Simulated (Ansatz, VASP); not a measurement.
## One calculation of TiH, two programs

Contents of INCAR:

```
ALGO = Normal
EDIFF = 1E-6
ENCUT = 520
ISIF = 2
ISMEAR = -1
LASPH = True
LCHARG = True
LELF = True
LREAL = False
LVHAR = True
LWAVE = False
NBANDS = 21
NELM = 100
PREC = Accurate
SIGMA = 0.05
```

KPOINTS

```
k-points
0
Gamma
  8 8 5
```

File POSCAR:

```
TiH
1.0
    2.9474928546      0.0000000000      0.0000000000
    0.0000000000      2.9474928546      0.0000000000
    0.0000000000      0.0000000000      4.5681404800
Ti H
2 2
Direct
    0.5000000000      0.0000000000      0.5000000000
    0.0000000000      0.5000000000      0.0000000000
    0.0000000000      0.0000000000      0.2500000000
    0.0000000000      0.0000000000      0.7500000000
```

Input for Ansatz:

```yaml
crystal:
  lattice:
    - [2.9474928546, 0.0, 0.0]
    - [0.0, 2.9474928546, 0.0]
    - [0.0, 0.0, 4.56814048]
  atoms:
    - { symbol: Ti, position: [0.5, 0.0, 0.5] }
    - { symbol: Ti, position: [0.0, 0.5, 0.0] }
    - { symbol: H, position: [0.0, 0.0, 0.25] }
    - { symbol: H, position: [0.0, 0.0, 0.75] }
kpoints:
  mp_grid: { grid: [8, 8, 5] }
scf:
  occupations: { method: fermi_dirac, width: 0.05 }
hamiltonian:
  xc: lda
  pseudopotentials: { kind: all_electron, lapw: { basis_error: 0.001 } }
output:
  forces: true
  stress: true
  eigenvalues: true
  populations: true
```

The cell comes from a database or a generator and needn't be the stable form of this composition.

Alike in both runs: task single point; functional LDA; k mesh 8 × 8 × 5; occupations fermi-dirac, width 0.05 eV; no spin polarisation.

|  | VASP | Ansatz |
| --- | --- | --- |
| version | VASP 6.6.1 | Ansatz 0.2.0 |
| potentials or method | VASP PAW LDA potentials, release 64 (Ti_sv, H) | all-electron LAPW, scalar-relativistic |
| plane-wave cutoff (eV) | 520 | see its input |

VASP gave:

| Item | Value |
| --- | --- |
| pressure (GPa) | -6.6 |
| largest component of the traceless stress (GPa) | 0.63 |

Which values does Ansatz return?

Pressure (GPa): -6.7; largest component of the traceless stress (GPa): 0.59.

Ansatz ran all-electron here, so the differences hold the error of VASP's frozen core and of both bases.
